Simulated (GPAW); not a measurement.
CdO2:

```
Cd O
1.0
     3.47623    0.00000    0.00000
    -1.73811    3.01050    0.00000
     0.00000    0.00000    4.14808
Cd O
1 2
Direct
  0.00000 0.00000 0.00000
  0.33333 0.66667 0.24422
  0.66667 0.33333 0.75578
```

The cell comes from a database or a generator and needn't be the stable form of this composition.

Base run:

* Program: GPAW 26.7.0
* Functional: LDA
* Potentials or basis: the program's PAW data sets (release 1.2.1) made for this functional
* Cutoff: 800 eV
* Basis: pw
* k mesh: 7 × 7 × 5
* Occupations: fermi-dirac, width 0.05 eV
* Spin: no spin polarisation

Its results: pressure -15.5 GPa; largest force 0.528 eV/Å.

**Question.** The run is repeated on the same cell with these changes: functional from LDA to PBEsol; potentials or basis from the program's PAW data sets (release 1.2.1) made for this functional to PAW data sets generated in the run's folder for this functional. What comes out?

**Answer.** Pressure -11.2 GPa; largest force 0.348 eV/Å.
